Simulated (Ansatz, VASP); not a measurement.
# C: VASP beside Ansatz

INCAR

```
SYSTEM = C
PREC = Accurate
ENCUT = 600
EDIFF = 1E-7
ISMEAR = 0
SIGMA = 0.1
LREAL = .FALSE.
LASPH = .TRUE.
NELM = 100
ALGO = Normal
ISIF = 3
LWAVE = .FALSE.
LCHARG = .FALSE.
GGA = PE
IBRION = 2
NSW = 90
EDIFFG = -0.04
```

KPOINTS

```
Automatic mesh
0
G
  6 6 4
  0 0 0
```

POSCAR

```
C
1.0
    2.7147049300      0.0000000000      0.0000000000
    0.0000000000      2.7147049300      0.0000000000
    0.0000000000      0.0000000000      6.5139730400
C
10
Direct
    0.5000000000      0.5000000000      0.0000000000
    0.5000000000      0.5000000000      0.5000000000
    0.1422427900      0.7453324800      0.6397836100
    0.8577572100      0.2546675200      0.6397836100
    0.7453324800      0.8577572100      0.3602163900
    0.2546675200      0.1422427900      0.3602163900
    0.1422427900      0.2546675200      0.1397836100
    0.8577572100      0.7453324800      0.1397836100
    0.7453324800      0.1422427900      0.8602163900
    0.2546675200      0.8577572100      0.8602163900
```

Input for Ansatz:

```yaml
crystal:
  lattice:
    - [2.71470493, 0.0, 0.0]
    - [0.0, 2.71470493, 0.0]
    - [0.0, 0.0, 6.51397304]
  atoms:
    - { symbol: C, position: [0.5, 0.5, 0.0] }
    - { symbol: C, position: [0.5, 0.5, 0.5] }
    - { symbol: C, position: [0.14224279, 0.74533248, 0.63978361] }
    - { symbol: C, position: [0.85775721, 0.25466752, 0.63978361] }
    - { symbol: C, position: [0.74533248, 0.85775721, 0.36021639] }
    - { symbol: C, position: [0.25466752, 0.14224279, 0.36021639] }
    - { symbol: C, position: [0.14224279, 0.25466752, 0.13978361] }
    - { symbol: C, position: [0.85775721, 0.74533248, 0.13978361] }
    - { symbol: C, position: [0.74533248, 0.14224279, 0.86021639] }
    - { symbol: C, position: [0.25466752, 0.85775721, 0.86021639] }
basis:
  ecutwfc: 420
kpoints:
  mp_grid: { grid: [6, 6, 4] }
hamiltonian:
  xc: pbe
scf:
  occupations: { method: gaussian, width: 0.1 }
  lower_state_search: "off"
output:
  forces: true
  stress: true
  eigenvalues: true
relax:
  adjacent_minimum: "off"
  f_tol: 0.04
  max_steps: 70
  cell: { stress_tol: 0.4 }
```

Alike in both runs: task relaxation of cell and atoms; functional PBE; k mesh 6 × 6 × 4; occupations gaussian, width 0.1 eV; no spin polarisation.

|  | VASP | Ansatz |
| --- | --- | --- |
| version | VASP 6.6.1 | Ansatz 0.2.0 |
| potentials or method | VASP PAW PBE potentials, release 64 (C) | scalar-relativistic, plane waves, PAW |
| plane-wave cutoff (eV) | 600 | 420 |
| valence electrons in the cell | 40 | 40 |

```tsv
	VASP	Ansatz	Ansatz less VASP
gap on the k mesh at the Fermi level, each at its own relaxed structure (eV)	0.59	0.58	-0.017
relaxed volume (Å³/atom)	5.88	5.87	-0.006
relaxed cell length with the largest relative difference (Å)	2.862	2.861	-0.0011
energy change over the relaxation (meV/atom)	-486	-485	+0.1
```

Caveats: the volume moved by over 15 % at a fixed basis, so the end points are rough (VASP).
